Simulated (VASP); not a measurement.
A run of VASP 6.6.1:

The input INCAR:

```
SYSTEM = TiH2
PREC     = Accurate       ! precision mode
ENCUT    = 520            ! plane-wave cutoff, eV
EDIFF    = 1E-6           ! SCF threshold, eV
ISMEAR   = 0              ! smearing method
SIGMA    = 0.5            ! smearing width, eV
LREAL    = .FALSE.        ! projectors in reciprocal space
LASPH    = .TRUE.         ! aspherical terms in the spheres
NELM     = 80             ! most SCF steps
ALGO     = Normal         ! electronic algorithm
ISIF     = 2              ! what is computed and relaxed
LWAVE    = .FALSE.        ! write WAVECAR
LCHARG   = .TRUE.         ! write CHGCAR
GGA      = PS             ! functional
LELF     = .TRUE.         ! ELF
LVHAR    = .TRUE.       
NBANDS   = 14             ! bands
```

File KPOINTS:

```
Automatic mesh
0
G
  18 18 18
  0 0 0
```

POSCAR

```
TiH2
1.0
   -1.5885800000      1.5885800000      2.0698700000
    1.5885800000     -1.5885800000      2.0698700000
    1.5885800000      1.5885800000     -2.0698700000
Ti H
1 2
Direct
    0.0000000000      0.0000000000      0.0000000000
    0.2500000000      0.7500000000      0.5000000000
    0.7500000000      0.2500000000      0.5000000000
```

Potentials or basis: VASP PAW PBE potentials, release 64 (Ti_sv, H).

Launch:

```bash
$ cat potpaw_PBE.64/Ti_sv/POTCAR potpaw_PBE.64/H/POTCAR > POTCAR
$ mpirun -np 1 vasp_std > vasp.out
```

Hardware: 1 thread of Intel(R) Xeon(R) Platinum 8488C (Sapphire Rapids) (shared host).

Estimate the wall time of this run.

Wall time 63 s on 1 thread of Intel(R) Xeon(R) Platinum 8488C (Sapphire Rapids) (shared host), peak memory 0.25 GiB. Counts: scf iterations 13, k points 480.
